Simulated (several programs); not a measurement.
# Many methods on one cell: CdSe (h-MgO type)

CdSe in the h-MgO-type structure, relaxed with r2SCAN in Ansatz, was computed with several methods. The symmetry is P6_3/mmc (No. 194, hexagonal); a = 4.602 Å, c = 6.002 Å in the conventional setting, 27.52 Å³ an atom. Cd has 5 Se at 2.66–3.00 Å; Se has 5 Cd at 2.66–3.00 Å. Note: simulated data, non-magnetic, for a generated structure that need not be the stable one.

```
Cd Se
1.0
     4.60224    0.00000    0.00000
    -2.30112    3.98566    0.00000
     0.00000    0.00000    6.00162
Cd Se
2 2
Cartesian
  0.0000 2.6571 1.5004
  2.3011 1.3286 4.5012
  2.3011 1.3286 1.5004
  0.0000 2.6571 4.5012
```

Gaps and times are for a single point on this cell; volume and bulk modulus come from each method's own relaxation or energy curve at fixed shape, which is too stiff where a cell has free coordinates or axes. Times are rough, from shared hosts (Arm Neoverse V1; Intel Xeon Processor @ 2.50GHz), and each method has its own mesh and cell size. A dagger marks a closed or tiny gap in a crystal that DFT finds insulating: a failure of the method or a wrong SCF state. A double dagger marks a value from a curve with shape and coordinates held. A star marks a curve whose lowest point is an end point. PM6 (MOPAC), PM7 (MOPAC), GFN1-xTB (tblite), GFN2-xTB (tblite) treat a cluster of cells at its zone centre, which samples few k points: where these miss a band edge, the gap comes out too large for that reason alone. Gaps from k meshes are read at a limited set of points (mesh, symmetry points, PBE's band edges), so each method's own least gap may be somewhat smaller. Force fields have no electrons; where one was fitted to this phase, its volume and modulus reflect the fit. xTB and the PM methods were fitted mostly to molecules, and can miss a solid's gap by electronvolts. Minimal bases can be far off for gaps. Times of the plane-wave rungs are withheld (a dash), since they come from other jobs, hosts and meshes; the meshes of hybrids and Hartree-Fock don't converge their gaps to the digits shown. GLLB-SC's gap includes the derivative discontinuity. G0W0 is at finite bands, cutoff and mesh. d marks a direct gap, i an indirect one (no mark: not told apart), a dash a value that wasn't computed or didn't pass its checks.

```tsv
method	kind	gap (eV)	own volume (Å³/atom)	bulk modulus (GPa)	atoms computed	processor time
CdTeZnSeHgS0.sw (LAMMPS)	force field	–	–	–	4	0.11 s
CdTeSe.bop.table (LAMMPS)	force field	–	25.84	67‡	4	0.13 s
light PBE (260 eV, its own mesh)	light plane-wave	0.25 i	–	–	4	1.6 s
PM7 (MOPAC)	semi-empirical	3.90	29.72‡	113‡	cluster	2.6 s
GFN1-xTB (tblite)	tight binding	0.00†	28.17‡	43‡	cluster	3.3 s
GFN2-xTB (tblite)	tight binding	0.52	30.05*‡	–	cluster	5.6 s
PBE	semilocal	0.24 i	28.32	48‡	4	–
PBE/SZV (CP2K)	small basis	0.44 i	29.95‡	47‡	4	8 s
r2SCAN	semilocal	0.72 i	27.52	55‡	4	–
PM6 (MOPAC)	semi-empirical	2.08	–	–	cluster	17 s
PBE/single zeta (GPAW)	small basis	0.42 i	–	–	4	24 s
PBE/DZVP (CP2K)	small basis	0.21 i	28.82‡	47‡	4	25 s
GLLB-SC (GPAW)	model potential	0.83	–	–	4	59 s
G0W0@PBE (140 eV screening cutoff)	many-body	0.87	–	–	4	–
```

Against r2SCAN (0.72 eV) and with closed or daggered gaps left aside, the nearest gap at the points sampled is that of GLLB-SC (GPAW) (+0.11 eV) and the farthest that of PM7 (MOPAC) (+3.18 eV). r2SCAN is only a yardstick of convenience: semilocal gaps usually lie below measured ones, which GLLB-SC and hybrids aim to mend.

Volumes against r2SCAN's: CdTeSe.bop.table (LAMMPS) -6.1 %, PBE +2.9 %.

Relaxed on its own, the cell leaves this structure with CdTeZnSeHgS0.sw (LAMMPS), so no volume is listed.

Spin-orbit coupling is left out.
